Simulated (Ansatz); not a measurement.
All numbers below come from DFT PBE, scalar-relativistic, plane waves, PAW (Ansatz 0.2.0).

Structure of TaN:

```
Ta N
1.0
     0.00000    2.20863    2.20863
     2.20863    0.00000    2.20863
     2.20863    2.20863    0.00000
Ta N
1 1
Direct
  0.50000 0.50000 0.50000
  0.00000 0.00000 0.00000
```

Cutoff 420 eV; k points 16×16×16 on the computed 2-atom cell (Γ-centred); Gaussian smearing, width 0.10 eV; no spin polarisation.

Levels along Γ–X–U | K–Γ–L–W–X, in eV from the Fermi level, sorted by energy at each point. Points in fractions of the primitive reciprocal vectors: Γ (0.000 0.000 0.000), X (0.500 0.000 0.500), U (0.625 0.250 0.625), K (0.375 0.375 0.750), L (0.500 0.500 0.500), W (0.500 0.250 0.750).
| point | k (1/Å, with 2π) | band 7 | band 8 | band 9 | band 10 | band 11 | band 12 | band 13 |
| --- | --- | --- | --- | --- | --- | --- | --- | --- |
| Γ | 0.000 | -3.79 | -3.79 | -2.06 | -2.06 | -2.06 | 0.09 | 0.09 |
| - | 0.203 | -4.10 | -4.10 | -2.30 | -1.48 | -1.48 | 0.17 | 0.81 |
| - | 0.406 | -4.54 | -4.54 | -2.91 | -0.32 | -0.32 | 0.41 | 1.36 |
| - | 0.610 | -4.80 | -4.80 | -3.65 | 0.78 | 0.99 | 0.99 | 1.95 |
| - | 0.813 | -4.86 | -4.86 | -4.35 | 1.22 | 2.19 | 2.19 | 2.67 |
| - | 1.016 | -4.90 | -4.78 | -4.78 | 1.66 | 3.02 | 3.02 | 3.48 |
| - | 1.219 | -5.25 | -4.66 | -4.66 | 1.98 | 3.40 | 3.40 | 4.16 |
| X | 1.422 | -5.36 | -4.61 | -4.61 | 2.10 | 3.49 | 3.49 | 4.40 |
| - | 1.494 | -5.48 | -4.66 | -4.49 | 2.18 | 3.46 | 3.47 | 4.43 |
| - | 1.566 | -5.75 | -4.80 | -4.25 | 2.41 | 3.38 | 3.41 | 4.50 |
| - | 1.638 | -6.08 | -5.01 | -3.94 | 2.77 | 3.25 | 3.30 | 4.59 |
| - | 1.710 | -6.45 | -5.27 | -3.58 | 3.08 | 3.16 | 3.23 | 4.65 |
| - | 1.782 | -6.71 | -5.55 | -3.16 | 2.89 | 2.98 | 3.77 | 4.66 |
| - | 1.853 | -6.74 | -5.84 | -2.70 | 2.67 | 2.77 | 4.35 | 4.59 |
| U | 1.925 | -6.77 | -6.12 | -2.19 | 2.43 | 2.53 | 4.47 | 4.95 |
| K | 1.925 | -6.77 | -6.12 | -2.19 | 2.43 | 2.53 | 4.47 | 4.95 |
| - | 2.141 | -6.79 | -6.79 | -0.41 | 1.67 | 1.67 | 3.86 | 6.63 |
| - | 2.356 | -7.11 | -6.67 | 0.73 | 0.88 | 1.32 | 3.12 | 7.45 |
| - | 2.572 | -7.02 | -6.32 | -0.17 | 0.13 | 1.80 | 2.41 | 6.18 |
| - | 2.787 | -6.50 | -5.75 | -0.96 | -0.57 | 0.90 | 1.50 | 5.03 |
| - | 3.003 | -5.59 | -4.98 | -1.56 | -1.21 | -0.46 | 0.89 | 2.97 |
| - | 3.219 | -4.46 | -4.20 | -1.93 | -1.76 | -1.52 | 0.40 | 1.04 |
| Γ | 3.434 | -3.79 | -3.79 | -2.06 | -2.06 | -2.06 | 0.09 | 0.09 |
| - | 3.610 | -4.20 | -4.20 | -1.86 | -1.86 | -1.79 | 0.57 | 0.57 |
| - | 3.786 | -5.02 | -5.02 | -1.42 | -1.41 | -1.41 | 1.72 | 1.72 |
| - | 3.962 | -5.84 | -5.84 | -1.02 | -0.76 | -0.76 | 3.12 | 3.12 |
| - | 4.138 | -6.54 | -6.54 | -0.44 | 0.04 | 0.04 | 4.57 | 4.57 |
| - | 4.314 | -7.06 | -7.06 | 0.35 | 0.90 | 0.90 | 4.88 | 5.91 |
| - | 4.490 | -7.38 | -7.38 | 1.31 | 1.59 | 1.59 | 4.33 | 6.96 |
| L | 4.666 | -7.48 | -7.48 | 1.88 | 1.88 | 1.96 | 3.75 | 7.41 |
| - | 4.809 | -7.43 | -7.43 | 1.51 | 1.78 | 1.97 | 4.20 | 7.32 |
| - | 4.953 | -7.29 | -7.28 | 0.91 | 1.41 | 2.13 | 4.92 | 7.04 |
| - | 5.097 | -7.12 | -7.06 | 0.40 | 0.91 | 2.41 | 5.15 | 6.55 |
| - | 5.241 | -6.95 | -6.83 | 0.06 | 0.42 | 2.75 | 4.85 | 5.90 |
| - | 5.384 | -6.83 | -6.67 | -0.11 | 0.05 | 3.11 | 4.42 | 5.21 |
| - | 5.528 | -6.76 | -6.66 | -0.17 | -0.13 | 3.40 | 4.09 | 4.67 |
| W | 5.672 | -6.73 | -6.73 | -0.18 | -0.18 | 3.51 | 3.97 | 4.46 |
| - | 5.773 | -6.76 | -6.67 | -0.97 | 0.61 | 3.50 | 3.86 | 4.55 |
| - | 5.875 | -6.75 | -6.56 | -1.75 | 1.36 | 3.50 | 3.63 | 4.69 |
| - | 5.976 | -6.44 | -6.39 | -2.49 | 2.06 | 3.34 | 3.50 | 4.78 |
| - | 6.078 | -6.16 | -5.85 | -3.18 | 2.65 | 3.00 | 3.50 | 4.75 |
| - | 6.180 | -5.88 | -5.25 | -3.81 | 2.61 | 3.10 | 3.50 | 4.61 |
| - | 6.281 | -5.56 | -4.79 | -4.34 | 2.25 | 3.39 | 3.49 | 4.46 |
| X | 6.383 | -5.36 | -4.61 | -4.61 | 2.10 | 3.49 | 3.49 | 4.40 |

Spin-orbit coupling is left out, which matters for the bands of heavy elements.

This rock-salt form isn't the usual stable structure of the compound.